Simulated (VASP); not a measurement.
# H3Se4 (P1) in VASP: single point with r2SCAN

Aim: the single point of H3Se4 with r2SCAN.

Program: VASP 6.6.1. These are calculated values, not measurements. Logs are shortened: lines on timing, memory, paths and dates and some standing lists are left out, and cuts for length are marked.

### Step 1. The structure

The typed cell holds 7 atoms: a = 3.603 Å, b = 6.074 Å, c = 6.799 Å, α = 118.63°, β = 72.92°, γ = 90.96°.

The cell was built by a generator and needn't be a form met in nature.

### Step 2. Single point, r2SCAN

Input file POSCAR:

```
H3Se4
1.0
   -0.0288713300      3.6022063000     -0.0456641200
    6.0706318200     -0.0504047400      0.1906217000
   -3.0624351000      1.8991415200     -5.7655483400
Se H
4 3
Direct
    0.8216330000      0.5067520000      0.2878690000
    0.1551220000      0.4972380000      0.7548660000
    0.5601160000      0.9498440000      0.1946450000
    0.5707960000      0.0541890000      0.7836780000
    0.2817680000      0.8116640000      0.5801100000
    0.7160500000      0.1955900000      0.4686920000
    0.5988720000      0.4823470000      0.0107970000
```

Input file INCAR.step1:

```
PREC = Accurate ; ENCUT = 520
ISMEAR = -1 ; SIGMA = 0.0162
LREAL = False ; LASPH = True
NELM = 100 ; NBANDS = 22
GGA = PE ; ALGO = Normal
EDIFF = 1E-4 ; LWAVE = True
LCHARG = False
```

Input file INCAR.step2:

```
PREC = Accurate ; ENCUT = 520
EDIFF = 1E-7 ; ISMEAR = -1
SIGMA = 0.0162 ; LREAL = False
LASPH = True ; NELM = 100
ALGO = Normal ; ISIF = 2
LWAVE = False ; LCHARG = False
METAGGA = R2SCAN ; LMIXTAU = True
NBANDS = 22 ; ISTART = 1
```

Input file KPOINTS:

```
Automatic mesh
0
Gamma
  5 4 3
  0.5 0.5 0
```

Potentials or basis: VASP PAW PBE potentials, release 64 (Se, H).

On the command line:

```bash
$ cat potpaw_PBE.64/Se/POTCAR potpaw_PBE.64/H/POTCAR > POTCAR
$ cp INCAR.step1 INCAR
$ mpirun -np 1 vasp_std > vasp.out
$ cp INCAR.step2 INCAR
$ mpirun -np 1 vasp_std > vasp.out
```

OUTCAR:

```text
PREC = Accurate
   ENCUT = 520
   EDIFF = 1E-7
   ISMEAR = -1
   LREAL = False
   LASPH = True
   NELM = 100
   ISIF = 2
   METAGGA = R2SCAN
   ISTART = 1

 ion  position               nearest neighbor table
   1  0.822  0.507  0.288-
   2  0.155  0.497  0.755-
   3  0.560  0.950  0.195-
   4  0.571  0.054  0.784-
   5  0.282  0.812  0.580-
   6  0.716  0.196  0.469-
   7  0.599  0.482  0.011-

  LATTYP: Found a triclinic cell.
 ALAT       =     6.6947751480
 B/A-ratio  =     1.6872528859
 C/A-ratio  =     1.3959885146
 COS(alpha) =     0.0021965990
 COS(beta)  =     0.4953339902
 COS(gamma) =     0.8520441011

  Lattice vectors:

 A1 = (  -3.0335637700,  -1.7030647800,  -5.7198842200)
 A2 = (  -0.0253670500,   0.1456720000, -11.2948108600)
 A3 = (  -6.0128891600,  -7.1540078600,  -0.0992934600)

Analysis of symmetry for initial positions (statically):
=====================================================================
 Subroutine PRICEL returns:
 Original cell was already a primitive cell.

 Routine SETGRP: Setting up the symmetry group for a
 triclinic supercell.

 Subroutine GETGRP returns: Found  1 space group operations
 (whereof  1 operations were pure point group operations)
 out of a pool of  2 trial point group operations.

The static configuration has the point symmetry C_1 .

Analysis of symmetry for dynamics (positions and initial velocities):
=====================================================================
 Subroutine PRICEL returns:
 Original cell was already a primitive cell.

 Routine SETGRP: Setting up the symmetry group for a
 triclinic supercell.

 Subroutine GETGRP returns: Found  1 space group operations
 (whereof  1 operations were pure point group operations)
 out of a pool of  2 trial point group operations.

The dynamic configuration has the point symmetry C_1 .

 Subroutine INISYM returns: Found  1 space group operations
 (whereof  1 operations are pure point group operations),
 and found     1 'primitive' translations

----------------------------------------------------------------------------------------

                                     Primitive cell

  volume of cell :     123.4589

  direct lattice vectors                    reciprocal lattice vectors
    -0.028871330  3.602206300 -0.045664120    -0.000578384  0.278770949  0.092132910
     6.070631820 -0.050404740  0.190621700     0.167521110  0.000215583 -0.088909688
    -3.062435100  1.899141520 -5.765548340     0.005543197 -0.002200786 -0.177113299

  length of vectors
     3.602611413  6.073833054  6.799028969     0.293601856  0.189653108  0.177213687

  position of ions in fractional coordinates (direct lattice)
     0.821633000  0.506752000  0.287869000
     0.155122000  0.497238000  0.754866000
     0.560116000  0.949844000  0.194645000
     0.570796000  0.054189000  0.783678000
     0.281768000  0.811664000  0.580110000
     0.716050000  0.195590000  0.468692000
     0.598872000  0.482347000  0.010797000

  ion indices of the primitive-cell ions
   primitive index   ion index
                 1           1
                 2           2
                 3           3
                 4           4
                 5           5
                 6           6
                 7           7

----------------------------------------------------------------------------------------

 KPOINTS: Automatic mesh

Automatic generation of k-mesh.
 Grid dimensions read from file:
 generate k-points for:    5    4    3

 Generating k-lattice:

  Cartesian coordinates                     Fractional coordinates (reciprocal lattice)
    -0.000115677  0.055754190  0.018426582     0.200000000  0.000000000  0.000000000
     0.041880278  0.000053896 -0.022227422     0.000000000  0.250000000  0.000000000
     0.001847732 -0.000733595 -0.059037766     0.000000000  0.000000000  0.333333333

  Length of vectors
     0.058720371  0.047413277  0.059071229

  Shift w.r.t. Gamma in fractional coordinates (k-lattice)
     0.500000000  0.500000000  0.000000000

 Subroutine IBZKPT returns following result:
 ===========================================

 Found     30 irreducible k-points:

 Following reciprocal coordinates:
            Coordinates               Weight
  0.100000  0.125000  0.000000      2.000000
  0.300000  0.125000  0.000000      2.000000
  0.500000  0.125000  0.000000      2.000000
 -0.300000  0.125000  0.000000      2.000000
 -0.100000  0.125000  0.000000      2.000000
  0.100000  0.375000  0.000000      2.000000
[... 16 lines left out ...]
  0.500000 -0.375000  0.333333      2.000000
 -0.300000 -0.375000  0.333333      2.000000
 [... further k-points ...]
   k-points           NKPTS =     30   k-points in BZ     NKDIM =     30   number of bands    NBANDS=     22
   number of dos      NEDOS =    301   number of ions     NIONS =      7
   total plane-waves  NPLWV =  72576
   dimension x,y,z NGX =    28 NGY =   48 NGZ =   54
   dimension x,y,z NGXF=    56 NGYF=   96 NGZF=  108
   ions per type =               4   3
   NGX,Y,Z   is equivalent  to a cutoff of  12.92, 13.14, 13.20 a.u.
   NGXF,Y,Z  is equivalent  to a cutoff of  25.84, 26.28, 26.41 a.u.
 SYSTEM =  unknown system
   PREC   = accura    normal or accurate (medium, high low for compatibility)
   ISTART =      1    job   : 0-new  1-cont  2-samecut
   ICHARG =      0    charge: 1-file 2-atom 10-const
   ISPIN  =      1    spin polarized calculation?
   LNONCOLLINEAR =      F non collinear calculations
   LSORBIT =      F    spin-orbit coupling
   LASPH  =      T    aspherical Exc in radial PAW
   ENCUT  =  520.0 eV  38.22 Ry    6.18 a.u.   6.70 11.29 12.64*2*pi/ulx,y,z
   NELM   =    100;   NELMIN=  2; NELMDL=  0     # of ELM steps
   EDIFF  = 0.1E-06   stopping-criterion for ELM
   LREAL  =      F    real-space projection
   EDIFFG = 0.1E-05   stopping-criterion for IOM
   NSW    =      0    number of steps for IOM
   IBRION =     -1    ionic relax: 0-MD 1-quasi-New 2-CG
   NFREE  =      0    steps in history (QN), initial steepest desc. (CG)
   ISIF   =      2    stress and relaxation
   ISYM   =      2    0-nonsym 1-usesym 2-fastsym
   POTIM  = 0.5000    time-step for ionic-motion
   TEBEG  =    0.0;   TEEND  =   0.0 temperature during run
   PSTRESS=    0.0 pullay stress
   NELECT =      27.0000    total number of electrons
   NUPDOWN=      -1.0000    fix difference up-down
   EMIN   =  10.00;   EMAX   =-10.00  energy-range for DOS
   EFERMI =   0.00;   METHOD = LEGACY
   ISMEAR =    -1;   SIGMA  =   0.02  broadening in eV -4-tet -1-fermi 0-gaus
   EFERMI_NEDOS =   21; number of points for ismear=-14 and -15
   IALGO  =     38    algorithm
   IMIX   =      4    mixing-type and parameters
     AMIX     =   0.40;   BMIX     =  1.00
     AMIX_MAG =   1.60;   BMIX_MAG =  1.00
  volume/ion in A,a.u.               =      17.64       119.02
  Fermi-wavevector in a.u.,A,eV,Ry     =   0.986329  1.863892 13.236367  0.972846
  Thomas-Fermi vector in A             =   2.117702
   LORBIT       =      0    0 simple, 1 ext, 2 COOP (PROOUT), +10 PAW based schemes
   METAGGA = R2SCAN    functional components
   LHFCALC =     F    Hartree Fock is set to
   AEXX    =    0.0000 exact exchange contribution
   IVDW    =     0    specifies the selected vdW correction
   LEPSILON=     F    determine dielectric tensor
   LRPA    =     F    only Hartree local field effects (RPA)
 non-spin polarized calculation
  energy-cutoff  :      520.00
  volume of cell :      123.46
 maximum number of plane-waves:      3341
 NGX is ok and might be reduce to    28
   NGX = 13   NGY = 23   NGZ = 25

 number of electron      27.0000001 magnetization

 Free energy of the ion-electron system (eV)
  ---------------------------------------------------
  ext. energy  EPLUGINS =         0.00000000
  ---------------------------------------------------
  free energy    TOTEN  =       -60.07523074 eV

  energy without entropy =      -60.06897991  energy(sigma->0) =      -60.07210532

 E-fermi :   1.7866     XC(G=0):  -9.6153

 val. band max:        1.7730208803   @ k =   0.3000  -0.3750   0.3333
 cond. band min:       1.7936808649   @ k =   0.3000   0.1250   0.3333
 fundamental gap:      0.0206599846
 Fermi energy:         1.7866214410

 k-point     1 :       0.1000    0.1250    0.0000
  band No.  band energies     occupation
      1     -12.6380      2.00000
      2     -10.8779      2.00000
      3     -10.6604      2.00000
      4     -10.5325      2.00000
      5      -4.4333      2.00000
      6      -3.5356      2.00000
[... 14 lines left out ...]
     21      10.3435      0.00000
     22      10.6253      0.00000

 k-point     2 :       0.3000    0.1250    0.0000
  band No.  band energies     occupation
      1     -12.1172      2.00000
      2     -10.6751      2.00000
      3     -10.5498      2.00000
      4     -10.3842      2.00000
      5      -3.8698      2.00000
      6      -3.0833      2.00000
[... 14 lines left out ...]
     21      10.2476      0.00000
     22      10.5162      0.00000

 k-point     3 :       0.5000    0.1250    0.0000
  band No.  band energies     occupation
      1     -11.5000      2.00000
      2     -10.8513      2.00000
      3     -10.5057      2.00000
      4     -10.2678      2.00000
      5      -3.7893      2.00000
      6      -3.2569      2.00000
[... 14 lines left out ...]
     21      10.5646      0.00000
     22      10.8583      0.00000

 k-point     4 :      -0.3000    0.1250    0.0000
  band No.  band energies     occupation
      1     -11.9874      2.00000
      2     -10.8890      2.00000
      3     -10.5744      2.00000
      4     -10.3683      2.00000
      5      -3.7868      2.00000
      6      -3.1062      2.00000
[... 14 lines left out ...]
     21      10.5095      0.00000
     22      11.0951      0.00000

 k-point     5 :      -0.1000    0.1250    0.0000
  band No.  band energies     occupation
      1     -12.5902      2.00000
      2     -10.9387      2.00000
      3     -10.6683      2.00000
      4     -10.5718      2.00000
      5      -4.3081      2.00000
      6      -3.4001      2.00000
[... 14 lines left out ...]
     21      10.0760      0.00000
     22      10.4133      0.00000

 k-point     6 :       0.1000    0.3750    0.0000
  band No.  band energies     occupation
      1     -12.2277      2.00000
      2     -11.3125      2.00000
      3     -10.9863      2.00000
      4     -10.5210      2.00000
      5      -3.7270      2.00000
      6      -2.7038      2.00000
[... 14 lines left out ...]
     21      10.1957      0.00000
     22      10.4460      0.00000

 k-point     7 :       0.3000    0.3750   -0.0000
  band No.  band energies     occupation
      1     -11.8532      2.00000
      2     -10.9223      2.00000
      3     -10.7823      2.00000
      4     -10.3137      2.00000
      5      -3.7894      2.00000
      6      -3.1603      2.00000
[... 324 lines left out ...]
      6      -2.7551      2.00000
[... 14 lines left out ...]
     21      10.4567      0.00000
     22      10.6788      0.00000

 k-point    21 :       0.1000   -0.3750    0.3333
  band No.  band energies     occupation
      1     -12.2806      2.00000
      2     -11.3940      2.00000
      3     -10.8803      2.00000
      4     -10.4150      2.00000
      5      -4.0958      2.00000
      6      -2.9757      2.00000
[... 14 lines left out ...]
     21      10.2948      0.00000
     22      10.8890      0.00000

 k-point    22 :       0.3000   -0.3750    0.3333
  band No.  band energies     occupation
      1     -11.8129      2.00000
      2     -11.0449      2.00000
      3     -10.7060      2.00000
      4     -10.3228      2.00000
      5      -3.9300      2.00000
      6      -2.9684      2.00000
[... 14 lines left out ...]
     21      10.3181      0.00000
     22      10.6453      0.00000

 k-point    23 :       0.5000   -0.3750    0.3333
  band No.  band energies     occupation
      1     -11.2560      2.00000
      2     -10.9518      2.00000
      3     -10.6459      2.00000
      4     -10.3262      2.00000
      5      -3.9818      2.00000
      6      -3.3564      2.00000
[... 14 lines left out ...]
     21       9.8672      0.00000
     22      10.5279      0.00000

 k-point    24 :      -0.3000   -0.3750    0.3333
  band No.  band energies     occupation
      1     -11.6584      2.00000
      2     -11.2280      2.00000
      3     -10.7284      2.00000
      4     -10.3238      2.00000
      5      -3.6788      2.00000
      6      -2.7981      2.00000
[... 14 lines left out ...]
     21      10.3989      0.00000
     22      10.9823      0.00000

 [... further k-points ...]

------------------------ aborting loop because EDIFF is reached ----------------------------------------

  FORCE on cell =-STRESS in cart. coord.  units (eV):
  Direction    XX          YY          ZZ          XY          YZ          ZX
  --------------------------------------------------------------------------------------
  -------------------------------------------------------------------------------------
  Total       -6.2869120     -6.0039432    -10.3959572     -0.2343189      2.0420554      1.7889151
  in kB      -81.5878632    -77.9156606   -134.9126472     -3.0408529     26.5006002     23.2154931
  external PRESSURE =     -98.1387237 kB  Pullay stress =       0.0000000 kB

 VOLUME and BASIS-vectors are now :
 -----------------------------------------------------------------------------
  energy-cutoff  :      520.00
  volume of cell :      123.46
      direct lattice vectors                 reciprocal lattice vectors
    -0.028871330  3.602206300 -0.045664120    -0.000578384  0.278770949  0.092132910
     6.070631820 -0.050404740  0.190621700     0.167521110  0.000215583 -0.088909688
    -3.062435100  1.899141520 -5.765548340     0.005543197 -0.002200786 -0.177113299

 POSITION                                       TOTAL-FORCE (eV/Angst)
 -----------------------------------------------------------------------------------
      2.17100      3.48085     -1.60064         0.619534     -1.292101      0.224669
      0.70234      1.96732     -4.26452        -0.259907     -0.257704     -0.440871
      5.15389      2.33944     -0.96675         0.685124      1.463821     -0.664141
     -2.08748      3.54171     -4.53407        -0.510497     -1.261928      0.778518
      3.14263      2.07579     -3.20280         0.632206      1.514892     -1.028946
     -0.26866      3.45961     -2.69768        -0.683772     -1.318252      1.193224
      2.87780      2.15345      0.00235        -0.482688      1.151272     -0.062454
 -----------------------------------------------------------------------------------
    total drift:                               -0.000022      0.000026     -0.000009

  FREE ENERGIE OF THE ION-ELECTRON SYSTEM (eV)
  ---------------------------------------------------
  free  energy   TOTEN  =       -60.0752307429 eV

  energy  without entropy=      -60.0689799057  energy(sigma->0) =      -60.07210532
```

It took 11 min on 1 thread of AMD EPYC 7R43 (Zen 3), shared host; peak memory 0.27 GiB.

Results:

* Free energy: -60.0752 eV
* Pressure: -9.8 GPa
* Largest force: 1.937 eV/Å
* Band gap on the k mesh: none (metal or under the smearing width)

Forces on the atoms (eV/Å):
```
Se   0.620 -1.292  0.225
Se  -0.260 -0.258 -0.441
Se   0.685  1.464 -0.664
Se  -0.510 -1.262  0.779
H    0.632  1.515 -1.029
H   -0.684 -1.318  1.193
H   -0.483  1.151 -0.062
```

Caveat: the k mesh is coarse (spacing up to 0.37 Å⁻¹), so the values aren't converged; the PAW data sets were made with another functional, which shifts forces and pressure a little.
